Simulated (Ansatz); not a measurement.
**Convergence test, C**

Computed with DFT PBE, scalar-relativistic, plane waves, PAW (Ansatz 0.2.0).

```
C
1.0
     1.22805   -2.12706    0.00000
     1.22805    2.12706    0.00000
     0.00000    0.00000    7.17327
C
4
Direct
  0.08338 0.91662 0.75314
  0.58338 0.41662 0.24686
  0.91662 0.08338 0.24686
  0.41662 0.58338 0.75314
```

```json
{
 "plane-wave cutoff": "420 eV",
 "Γ-centred k-mesh": "18×18×6",
 "spin treatment": "unpolarised"
}
```

The atoms are held and the occupation rule is swept. Energies are extrapolated to zero smearing and count from the reference run, 18×18×6 Γ-centred mesh, Gaussian smearing 0.1 eV. The cell isn't necessarily relaxed at this level. Pressure is positive in compression.

```
      rule, width (eV)  ΔE (meV/atom)  ΔF, free energy (meV/atom) P (GPa) largest change of a force component (eV/Å) gap on mesh (eV)
          Gaussian 0.1           0.00                        0.00     3.75                                       0.000             0.024
         Gaussian 0.01           0.00                        0.05     3.75                                       0.001             0.024
          Gaussian 0.2          -0.01                       -0.15     3.75                                       0.001             0.024
      Fermi–Dirac 0.02           0.00                        0.04     3.75                                       0.000             0.024
      Fermi–Dirac 0.05           0.00                       -0.03     3.75                                       0.000             0.024
       Fermi–Dirac 0.1          -0.03                       -0.25     3.75                                       0.001             0.024
       Fermi–Dirac 0.2           0.19                       -1.16     3.77                                       0.003             0.024
       Fermi–Dirac 0.5           9.00                       -16.2     4.17                                       0.012             0.000
Methfessel–Paxton 0.02           0.00                        0.05     3.75                                       0.001             0.024
 Methfessel–Paxton 0.2           0.00                        0.04     3.75                                       0.000             0.024
              cold 0.3          -0.06                        0.01     3.75                                       0.007             0.024
              cold 0.5          -0.33                        0.39     3.73                                       0.002             0.000
           tetrahedron           0.00                        0.05     3.75                                       0.001             0.024
```

This form isn't the element's structure at ambient conditions.